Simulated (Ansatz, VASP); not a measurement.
# BN in VASP and in Ansatz

```
B N
1.0
     0.00000    1.86410    1.71497
     1.86410    0.00000    1.71497
     1.86410    1.86410    0.00000
B N
1 1
Direct
  0.00000 0.00000 0.00000
  0.75000 0.75000 0.75000
```

Alike in both runs: task single point; functional PBEsol; k mesh 12 × 12 × 12; occupations gaussian, width 0.05 eV; no spin polarisation.

```csv
,VASP,Ansatz
version,VASP 6.6.1,Ansatz 0.2.0
potentials or method,"VASP PAW PBE potentials, release 64 (B, N)","scalar-relativistic, plane waves, PAW"
plane-wave cutoff (eV),520,420
valence electrons in the cell,8,8
```

|  | VASP | Ansatz | Ansatz less VASP |
| --- | --- | --- | --- |
| gap on the k mesh at the Fermi level (eV) | 2.92 | 2.93 | +0.010 |
| least direct gap on the mesh (eV) | 7.92 | 7.93 | +0.006 |
| pressure (GPa) | -5.9 | -6.4 | -0.54 |
| largest component of the traceless stress (GPa) | 29.52 | 29.53 | +0.014 |

With one functional, cell and mesh, what is left measures potentials, basis and numerics.

Caveats: the PAW data sets were made with another functional, which shifts forces and pressure a little (VASP). As with any semilocal functional, this PBEsol gap is likely too small. A k mesh can miss the band edges.
